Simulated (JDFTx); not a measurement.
## Ga in JDFTx: convergence with cutoff

The system is Ga.

```
Ga
1.0
     4.44947    0.00000    0.00000
    -2.22474    3.85336    0.00000
     0.00000    0.00000    2.76520
Ga
2
Direct
  0.33963 0.66269 0.51672
  0.68236 0.34266 0.48956
```

The cell was built by a generator and needn't be a form met in nature.

The cell isn't the ideal one: atoms moved at random, drawn with an rms of 0.05 Å.

```yaml
Program: JDFTx 1.7.0 (patched build)
Task: convergence study
Functional: LDA
Potentials_or_basis: PseudoDojo-SR-LDA-0.4.1-stringent with smoothed tails
Cutoff: 571 eV
Density_cutoff: 4572 eV
k_mesh: 3 × 3 × 4
Occupations: fermi-dirac, width 0.05 eV
Spin: no spin polarisation
```

These are the settings of the first run; the series varies cutoff, with any setting tied to it.

Hardware: 1 thread of Arm Neoverse V2, with other jobs on the host.

The values tried are 571.439 eV, 707.496 eV, 870.764 eV, 1006.82 eV, 1142.88 eV, 1306.15 eV, 1442.2 eV, 1659.89 eV, 1959.22 eV, loosest first. From which on does the pressure stay within 0.1 GPa of the tightest run that finished?

From 1659.89 eV on.

```
    cutoff  energy less the tightest run, at zero smearing (meV/atom)  pressure (GPa)  largest force (eV/Å)  SCF cycles  CPU time (s)  peak memory (GiB)
571.439 eV                                                  196862.74        -3009.70                 0.690          13            30               0.07
707.496 eV                                                   82680.86        -1810.53                 0.220          14            37               0.08
870.764 eV                                                   23844.56         -791.11                 0.289          17            64               0.11
1006.82 eV                                                    6750.60         -314.63                 0.290          14            82               0.14
1142.88 eV                                                    1466.77          -97.05                 0.326          13            72               0.14
1306.15 eV                                                     142.94          -16.99                 0.312          12            88               0.17
 1442.2 eV                                                      10.23           -4.48                 0.314          12            93               0.18
1659.89 eV                                                       1.00           -3.04                 0.314          12           120               0.22
1959.22 eV                                                       0.00           -3.04                 0.314          12           170               0.28
```

Against the tightest run, the largest force stays within 0.005 eV/Å from 1306.15 eV on. Not settled before the last step: the energy (to 1 meV/atom). The tightest run that finished is the yardstick and may itself not be fully converged.

Caveat, for the tightest run too: the k mesh is coarse (spacing up to 0.57 Å⁻¹), so the values aren't converged.
